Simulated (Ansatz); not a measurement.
The system is CdS (Hawleyite).

```
CELL_PARAMETERS angstrom
0.00000 2.91650 2.91650
2.91650 0.00000 2.91650
2.91650 2.91650 0.00000
ATOMIC_POSITIONS crystal
Cd 0.00000 0.00000 0.00000
S 0.75000 0.75000 0.75000
```

| Quantity | Value |
| --- | --- |
| Program | Ansatz 0.2.0 |
| Task | relaxation of cell and atoms |
| Functional | HSE06 |
| Potentials or basis | Ansatz PAW |
| Cutoff | 420 eV (not typed: the program's choice for these potentials) |
| k mesh | 4 × 4 × 4 |
| Occupations | fermi-dirac, width 0.05 eV |
| Spin | no spin polarisation |

At the start: volume 24.81 Å³/atom.

**Question.** Where does the relaxation end?

**Answer.** It ends after 3 steps and the volume is 25.55 Å³/atom (+3.0 %); space group F-43m (No. 216, to 0.05 Å).

Step by step:
```
step  energy change (eV)  largest force (eV/Å)  volume (Å³)
   1              0.0000                0.0000        49.62
   2             -0.0073                0.0000        51.10
   3             -0.0084                0.0000        51.10
```

Final structure:
```
Cd S
1.0
     0.00000    2.94539    2.94539
     2.94539    0.00000    2.94539
     2.94539    2.94539    0.00000
Cd S
1 1
Direct
  0.00000 0.00000 0.00000
  0.75000 0.75000 0.75000
```

Caveat: the k mesh is coarse (spacing up to 0.47 Å⁻¹), so the values aren't converged, least of all with exact exchange; the plane-wave basis is chosen anew once the cell has moved, so the energies of steps on either side of that aren't comparable; the PAW data sets come from PBE, with cores solved anew for the run's functional, which leaves a small shift of forces and pressure.
